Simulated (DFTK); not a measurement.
Crystal: Ti.

```
CELL_PARAMETERS angstrom
-1.64100 1.64100 1.64100
1.64100 -1.64100 1.64100
1.64100 1.64100 -1.64100
ATOMIC_POSITIONS crystal
Ti 0.00000 0.00000 0.00000
```

This isn't the form of Ti at room conditions, which is hcp.

Base run:

* Program: DFTK 0.8.2
* Functional: SCAN
* Potentials or basis: in-house norm-conserving set (r2SCAN, scalar relativistic)
* Cutoff: 1143 eV
* k mesh: 11 × 11 × 11
* Occupations: fermi-dirac, width 0.05 eV
* Spin: no spin polarisation

Its results: band gap on the k mesh none (metal or under the smearing width); pressure -4.2 GPa.

Problem. The run is repeated on the same cell with these changes: functional from SCAN to TASK. What comes out?

Solution. Band gap on the k mesh none (metal or under the smearing width); pressure 4.1 GPa.

Caveats: the potentials were made for another functional, which shifts forces and pressure (some runs).

Not every run made on this cell is shown here.
